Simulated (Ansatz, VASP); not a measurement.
**MnO: VASP beside Ansatz**

File POSCAR:

```
MnO
1.0
    3.3469290000      0.0000000000      0.0000000000
   -1.6734650000      2.8985260000      0.0000000000
    0.0000000000      0.0000000000      5.4655120000
Mn O
2 2
Direct
    0.0000000000      0.0000000000      0.0000000000
    0.3333333300      0.6666666700      0.5000000000
    0.0000000000      0.0000000000      0.3750000000
    0.3333333300      0.6666666700      0.8750000000
```

File INCAR.step1:

```
SYSTEM = MnO
ALGO = Normal ; EDIFF = 1E-4
ENCUT = 520 ; GGA = PE
ISMEAR = 0 ; ISPIN = 2
LASPH = .True. ; LCHARG = .False.
LMAXMIX = 4 ; LREAL = .False.
LWAVE = .True. ; MAGMOM = 4 4 0 0
NBANDS = 31 ; NELM = 150
PREC = Accurate ; SIGMA = 0.1
```

The input INCAR.step2:

```
SYSTEM = MnO
ALGO = Normal ; EDIFF = 1E-7
ENCUT = 520 ; ISIF = 2
ISMEAR = 0 ; ISPIN = 2
ISTART = 1 ; LASPH = .True.
LCHARG = .False. ; LMAXMIX = 4
LMIXTAU = .True. ; LORBIT = 11
LREAL = .False. ; LWAVE = .False.
MAGMOM = 4 4 0 0 ; METAGGA = R2SCAN
NBANDS = 31 ; NELM = 150
PREC = Accurate ; SIGMA = 0.1
```

File KPOINTS:

```
k-points
0
Gamma
  6 6 4
  0 0 0
```

Input for Ansatz:

```yaml
crystal:
  lattice:
    - [3.346929, 0.0, 0.0]
    - [-1.673465, 2.898526, 0.0]
    - [0.0, 0.0, 5.465512]
  atoms:
    - { symbol: Mn, position: [0.0, 0.0, 0.0], spin: 4.0 }
    - { symbol: O, position: [0.0, 0.0, 0.375] }
    - { symbol: Mn, position: [0.33333333, 0.66666667, 0.5], spin: 4.0 }
    - { symbol: O, position: [0.33333333, 0.66666667, 0.875] }
basis:
  ecutwfc: 500
kpoints:
  mp_grid: { grid: [6, 6, 4] }
hamiltonian:
  xc: r2scan
scf:
  occupations: { method: gaussian, width: 0.1 }
  lower_state_search: "off"
output:
  forces: true
  stress: true
  eigenvalues: true
  populations: true
magnetization:
  spin_polarized: true
```

The cell was built by a generator and needn't be a form met in nature.

Alike in both runs: task single point; functional r2SCAN; k mesh 6 × 6 × 4; occupations gaussian, width 0.1 eV; collinear spin.

```csv
,VASP,Ansatz
version,VASP 6.6.1,Ansatz 0.2.0
potentials or method,"VASP PAW PBE potentials, release 64 (Mn_pv, O)","scalar-relativistic, plane waves, PAW"
plane-wave cutoff (eV),520,500
valence electrons in the cell,38,42
```

|  | VASP | Ansatz | Ansatz less VASP |
| --- | --- | --- | --- |
| gap on the k mesh at the Fermi level (eV) | none | none | - |
| pressure (GPa) | 3.6 | 3.0 | -0.55 |
| largest component of the traceless stress (GPa) | 1.12 | 1.12 | -0.001 |
| rms of the force components (eV/Å) | 0.024 | 0.028 | +0.0032 |
| net moment per atom (μB) | 2.50 | 2.50 | 0.000 |
| size of the moment on the site where the two differ most (μB) | 4.49 | 4.03 | -0.457 |

Site moments also hang on the region over which each program counts them. A gap of «none» marks a metal or a gap that the smearing closes. The two sets of potentials don't hold the same shells in valence. Ansatz warned: «stability_check_not_made».

Caveats: the k mesh is coarse (spacing up to 0.36 Å⁻¹), so the values aren't converged; the PAW data sets were made with another functional, which shifts forces and pressure a little (VASP); semilocal functionals often make such compounds metallic where correlation or magnetic order opens a gap, which also shifts bond lengths. With open d or f shells a metallic result of r2SCAN can be an artefact of self-interaction; +U or a hybrid may open a gap.
